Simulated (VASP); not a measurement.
# Sb in VASP: notebook, part 2 of 2

VASP 6.6.1. Earlier steps stand in the parts before.

### 4 Single point, PBEsol

This run uses another cell than the first one, of 97.45 Å³/atom, 0.833 times its volume.

Input file INCAR:

```
ALGO = Normal
EDIFF = 1E-7
ENCUT = 400
GGA = PS
IDIPOL = 3
ISIF = 2
ISMEAR = 1
LASPH = True
LCHARG = False
LREAL = False
LVACPOTAV = True
LVHAR = True
LWAVE = False
NBANDS = 12
NELM = 120
PREC = Accurate
SIGMA = 0.1
```

Input file KPOINTS:

```
k-points
0
Gamma
  14 14 1
```

Input file POSCAR:

```
Sb
1.0
    3.3545324200      0.0000000000      0.0000000000
   -1.6772662100      2.9051102900      0.0000000000
    0.0000000000      0.0000000000     10.0000000000
Sb
1
Direct
    0.6666666667      0.3333333333      0.5000000000
```

Potentials or basis: VASP PAW PBE potentials, release 64 (Sb).

Run with:

```sh
$ cat potpaw_PBE.64/Sb/POTCAR > POTCAR
$ mpirun -np 1 vasp_std > vasp.out
```

OUTCAR:

```text
EDIFF = 1E-7
   ENCUT = 400
   GGA = PS
   ISIF = 2
   ISMEAR = 1
   LASPH = True
   LREAL = False
   NELM = 120
   PREC = Accurate

 Found     24 irreducible k-points:

 Following reciprocal coordinates:
            Coordinates               Weight
  0.000000  0.000000  0.000000      1.000000
  0.071429 -0.000000  0.000000      6.000000
  0.142857 -0.000000  0.000000      6.000000
  0.214286 -0.000000  0.000000      6.000000
  0.285714 -0.000000  0.000000      6.000000
  0.357143 -0.000000  0.000000      6.000000
   k-points           NKPTS =     24   k-points in BZ     NKDIM =     24   number of bands    NBANDS=     12
   number of dos      NEDOS =    301   number of ions     NIONS =      1
   total plane-waves  NPLWV =  40320
   dimension x,y,z NGX =    24 NGY =   24 NGZ =   70
   dimension x,y,z NGXF=    48 NGYF=   48 NGZF=  140
   ions per type =               1
   NGX,Y,Z   is equivalent  to a cutoff of  11.89, 11.89, 11.64 a.u.
   NGXF,Y,Z  is equivalent  to a cutoff of  23.79, 23.79, 23.27 a.u.
 SYSTEM =  unknown system
   PREC   = accura    normal or accurate (medium, high low for compatibility)
   ISTART =      0    job   : 0-new  1-cont  2-samecut
   ICHARG =      2    charge: 1-file 2-atom 10-const
   ISPIN  =      1    spin polarized calculation?
   LNONCOLLINEAR =      F non collinear calculations
   LSORBIT =      F    spin-orbit coupling
   LASPH  =      T    aspherical Exc in radial PAW
   ENCUT  =  400.0 eV  29.40 Ry    5.42 a.u.   5.47  5.47 16.31*2*pi/ulx,y,z
   NELM   =    120;   NELMIN=  2; NELMDL= -5     # of ELM steps
   EDIFF  = 0.1E-06   stopping-criterion for ELM
   LREAL  =      F    real-space projection
   EDIFFG = 0.1E-05   stopping-criterion for IOM
   NSW    =      0    number of steps for IOM
   IBRION =     -1    ionic relax: 0-MD 1-quasi-New 2-CG
   NFREE  =      0    steps in history (QN), initial steepest desc. (CG)
   ISIF   =      2    stress and relaxation
   ISYM   =      2    0-nonsym 1-usesym 2-fastsym
   POTIM  = 0.5000    time-step for ionic-motion
   TEBEG  =    0.0;   TEEND  =   0.0 temperature during run
   PSTRESS=    0.0 pullay stress
   NELECT =       5.0000    total number of electrons
   NUPDOWN=      -1.0000    fix difference up-down
   EMIN   =  10.00;   EMAX   =-10.00  energy-range for DOS
   EFERMI =   0.00;   METHOD = LEGACY
   ISMEAR =     1;   SIGMA  =   0.10  broadening in eV -4-tet -1-fermi 0-gaus
   EFERMI_NEDOS =   21; number of points for ismear=-14 and -15
   IALGO  =     38    algorithm
   IMIX   =      4    mixing-type and parameters
     AMIX     =   0.40;   BMIX     =  1.00
[... 20 lines left out ...]

 Free energy of the ion-electron system (eV)
  ---------------------------------------------------
  ext. energy  EPLUGINS =         0.00000000
  ---------------------------------------------------
  free energy    TOTEN  =        -3.60173588 eV

  energy without entropy =       -3.60134445  energy(sigma->0) =       -3.60160540

 E-fermi :  -1.2465     XC(G=0):  -4.3036

 val. band max:       -1.2665500003   @ k =   0.3571   0.0714   0.0000
 cond. band min:      -1.1541394923   @ k =   0.2143   0.0714   0.0000
 fundamental gap:      0.1124105081
 Fermi energy:        -1.2464643294

 k-point     1 :       0.0000    0.0000    0.0000
  band No.  band energies     occupation
      1     -12.0324      2.00000
      2      -3.5496      2.00000
      3       2.2169      0.00000
      4       3.9082      0.00000
      5       3.9082      0.00000
      6       4.6482      0.00000
      7       5.2588      0.00000
      8       9.2185      0.00000
      9       9.5818      0.00000
     10       9.5818      0.00000
     11      10.3738      0.00000
     12      11.2927      0.00000
[... 61 lines left out ...]
 k-point     6 :       0.3571   -0.0000    0.0000
  band No.  band energies     occupation
      1     -10.0102      2.00000
      2      -3.5434      2.00000
      3      -1.6255      2.00000
      4       1.5507      0.00000
      5       4.4478      0.00000
      6       4.9058      0.00000
      7       5.8775      0.00000
      8       7.2429      0.00000
      9       7.4650      0.00000
     10       9.4483      0.00000
     11      11.1229      0.00000
     12      11.1960      0.00000

 [... further k-points ...]

------------------------ aborting loop because EDIFF is reached ----------------------------------------

 dipolmoment           0.000000      0.000000     -0.000000 electrons x Angstroem

  FORCE on cell =-STRESS in cart. coord.  units (eV):
  Direction    XX          YY          ZZ          XY          YZ          ZX
  --------------------------------------------------------------------------------------
  -------------------------------------------------------------------------------------
  Total       -2.6855296     -2.6855296      0.0109083      0.0000000      0.0000000     -0.0000000
  in kB      -44.1515459    -44.1515457      0.1793383      0.0000000      0.0000000     -0.0000000
  external PRESSURE =     -29.3745844 kB  Pullay stress =       0.0000000 kB

 VOLUME and BASIS-vectors are now :
 -----------------------------------------------------------------------------
  energy-cutoff  :      400.00
  volume of cell :       97.45
      direct lattice vectors                 reciprocal lattice vectors
     3.354532420  0.000000000  0.000000000     0.298104139  0.172110505  0.000000000
    -1.677266210  2.905110290  0.000000000     0.000000000  0.344221011  0.000000000
     0.000000000  0.000000000 10.000000000     0.000000000  0.000000000  0.100000000

 POSITION                                       TOTAL-FORCE (eV/Angst)
 -----------------------------------------------------------------------------------
      1.67727      0.96837      5.00000         0.000000      0.000000      0.000000
 -----------------------------------------------------------------------------------
    total drift:                               -0.000000      0.000000     -0.000000

  FREE ENERGIE OF THE ION-ELECTRON SYSTEM (eV)
  ---------------------------------------------------
  free  energy   TOTEN  =        -3.6017358817 eV

  energy  without entropy=       -3.6013444496  energy(sigma->0) =       -3.60160540
```

OSZICAR:

```text
N       E                     dE             d eps       ncg     rms          rms(c)
DAV:   1     0.143881549718E+02    0.14388E+02   -0.12022E+03   576   0.198E+02
DAV:   2    -0.270221254404E+01   -0.17090E+02   -0.16279E+02   728   0.461E+01
DAV:   3    -0.359051147009E+01   -0.88830E+00   -0.88676E+00   736   0.115E+01
DAV:   4    -0.360678240863E+01   -0.16271E-01   -0.16270E-01   704   0.188E+00
DAV:   5    -0.360736342364E+01   -0.58102E-03   -0.58101E-03   804   0.372E-01    0.110E+00
DAV:   6    -0.360340805213E+01    0.39554E-02   -0.32577E-03   680   0.187E-01    0.606E-01
DAV:   7    -0.360168983877E+01    0.17182E-02   -0.51209E-03   672   0.231E-01    0.468E-02
DAV:   8    -0.360168152492E+01    0.83138E-05   -0.15487E-04   664   0.550E-02    0.198E-02
DAV:   9    -0.360166537783E+01    0.16147E-04   -0.16536E-05   728   0.148E-02    0.943E-03
DAV:  10    -0.360169219925E+01   -0.26821E-04   -0.55768E-06   608   0.853E-03    0.342E-03
DAV:  11    -0.360172281716E+01   -0.30618E-04   -0.89632E-06   612   0.886E-03    0.521E-03
DAV:  12    -0.360173423280E+01   -0.11416E-04   -0.20016E-06   680   0.431E-03    0.128E-03
DAV:  13    -0.360173542491E+01   -0.11921E-05   -0.55855E-08   696   0.815E-04    0.114E-03
DAV:  14    -0.360173585821E+01   -0.43330E-06   -0.21757E-08   660   0.483E-04    0.807E-05
DAV:  15    -0.360173588165E+01   -0.23442E-07   -0.81389E-10   708   0.110E-04
   1 F= -.36017359E+01 E0= -.36016054E+01  d E =-.391432E-03
```

Wall time 33 s (1 thread of Intel Xeon Platinum 8375C at 2.90GHz (Ice Lake), shared host); peak memory 0.18 GiB.

The run converged, but some of its settings lie outside the range that counts as converged, so its numbers aren't taken as properties of the slab.

Results:

| Item | Value |
| --- | --- |
| Free energy | -3.6017 eV |
| Band gap on the k mesh | none (metal or under the smearing width) |

Caveat: the PAW data sets were made with another functional, which shifts forces and pressure a little.

### 5 Single point, PBEsol

INCAR: that of step 4 with these lines changed.

```diff
@@ -1,2 +1,3 @@
 ALGO = Normal
+DIPOL = 0.5 0.5 0.500
 EDIFF = 1E-7
@@ -9,2 +10,3 @@
 LCHARG = False
+LDIPOL = True
 LREAL = False
```

KPOINTS is that of step 4.

POSCAR: that of step 4 with these lines changed.

```diff
@@ -4,3 +4,3 @@
    -1.6772662100      2.9051102900      0.0000000000
-    0.0000000000      0.0000000000     10.0000000000
+    0.0000000000      0.0000000000     12.0000000000
 Sb
```

Run with:

```sh
$ cat potpaw_PBE.64/Sb/POTCAR > POTCAR
$ mpirun -np 1 vasp_std > vasp.out
```

It took 32 s on 1 thread of Intel Xeon Platinum 8375C at 2.90GHz (Ice Lake), shared host; peak memory 0.19 GiB.

The run converged, but some of its settings lie outside the range that counts as converged, so its numbers aren't taken as properties of the slab.

What came out:

```yaml
Free_energy: -3.6026 eV
Band_gap_on_the_k_mesh: none (metal or under the smearing width)
Work_function_of_the_upper_face: 4.91 eV
Work_function_of_the_lower_face: 4.91 eV
```

Caveat: the PAW data sets were made with another functional, which shifts forces and pressure a little.

### 6 Single point, PBEsol

INCAR: that of step 5 with these lines changed.

```diff
@@ -18,2 +18,2 @@
 PREC = Accurate
-SIGMA = 0.1
+SIGMA = 0.02
```

KPOINTS is that of step 5.

POSCAR is that of step 5.

Potentials or basis: VASP PAW PBE potentials, release 64 (Sb).

Run with:

```sh
$ cat potpaw_PBE.64/Sb/POTCAR > POTCAR
$ mpirun -np 1 vasp_std > vasp.out
```

It took 43 s on 1 thread of Intel Xeon Platinum 8375C at 2.90GHz (Ice Lake), shared host; peak memory 0.19 GiB.

The run converged, but some of its settings lie outside the range that counts as converged, so its numbers aren't taken as properties of the slab.

Results:

| Property | Result |
| --- | --- |
| Free energy | -3.6018 eV |
| Band gap on the k mesh | none (metal or under the smearing width) |
| Work function of the upper face | 4.92 eV |
| Work function of the lower face | 4.92 eV |

Caveat: the PAW data sets were made with another functional, which shifts forces and pressure a little.
